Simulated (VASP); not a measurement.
MgO:

```
Mg O
1.0
     0.00000    2.09700    2.09700
     2.09700    0.00000    2.09700
     2.09700    2.09700    0.00000
Mg O
1 1
Direct
  0.00000 0.00000 0.00000
  0.50000 0.50000 0.50000
```

The cell is a database's computed one.

Base run:

```yaml
Program: VASP 6.6.1
Functional: PBEsol
Potentials_or_basis: VASP PAW PBE potentials, release 64 (Mg, O)
Cutoff: 520 eV
k_mesh: 12 × 12 × 12
Occupations: gaussian, width 0.02 eV
Spin: no spin polarisation
```

Its results: band gap on the k mesh 4.76 eV, direct.

Task: After a change of settings the same cell gave: band gap on the k mesh 6.90 eV, direct. Which change was it?
A. functional from PBEsol to TB-mBJ
B. functional from PBEsol to PBE
C. functional from PBEsol to r2SCAN

Result: A.
